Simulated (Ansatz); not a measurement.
**A C vacancy in 4H-SiC, 255 atoms, charge −2 (k site)**

All numbers come from Ansatz (PAW, plane waves, no spin–orbit coupling) at the single k point (¼, ¼, ¼) without its symmetry partners. The atoms were relaxed with PBEsol in a fixed cell; other functionals are single points on those atoms unless said otherwise. The valence top and gap of the host come from its small cell on a dense mesh, with the band extrema sought between the mesh points, lined up by the mean potential, PBEsol gap 2.12 eV, HSE06 gap 3.14 eV. The charge correction uses an assumed dielectric constant of 9.7.

Cell: a = 12.312 Å, b = 10.663 Å, c = 20.152 Å, α = 90.00°, β = 90.00°, γ = 90.00°.

Nearest atoms after relaxation, from the placed atom (for vacancies from the middle of the vacant sites): Si at 1.64 Å, Si at 1.65 Å, Si at 1.77 Å, Si at 1.79 Å, C at 2.96 Å, C at 2.96 Å, C at 3.04 Å, C at 3.05 Å.

Chemical potentials μ are those of reference phases of the elements at zero temperature by the same functional (the usual solids, diamond for C, grey Sn, and the molecules H2, N2, O2, F2, Cl2, Br2 and S8).

```
functional  E(defect) − E(host) − Σ nμ + q·E_VBM (eV)  monopole (eV)  alignment (eV)  formation energy at E_F = VBM (eV)  moment (μB)             wall time, shared host
    PBEsol                                       8.19           0.53           -0.02                                8.70  0 (no spin)  68 s on NVIDIA GB300 (relaxation)
```

(1) Estimate the formation energy and moment that HSE06 gives on these atoms.

HSE06 one-electron levels near the gap (the ten most localised at most), from the host's valence top, not corrected for the charge's images:

```tsv
level (eV)	spin	filling	atoms sharing it	element of the atom with most weight
-0.29	both	2.00	175.7	spread
-0.24	both	2.00	173.1	spread
-0.13	both	2.00	115.6	spread
2.01	both	2.00	13.4	Si
2.09	both	2.00	12.6	Si
3.36	both	0.00	116.1	spread
3.43	both	0.00	99.3	spread
```

All elements are taken at their own reference at once; growth conditions in equilibrium with the host shift these energies, by up to the host's formation enthalpy.

One k point and a cell of this size can leave errors of several tenths of an eV in such numbers.

Results:

(1) 10.77 eV at E_F = VBM (10.24 eV before the monopole term 0.53 eV and the alignment 0.00 eV), moment 0 (no spin).
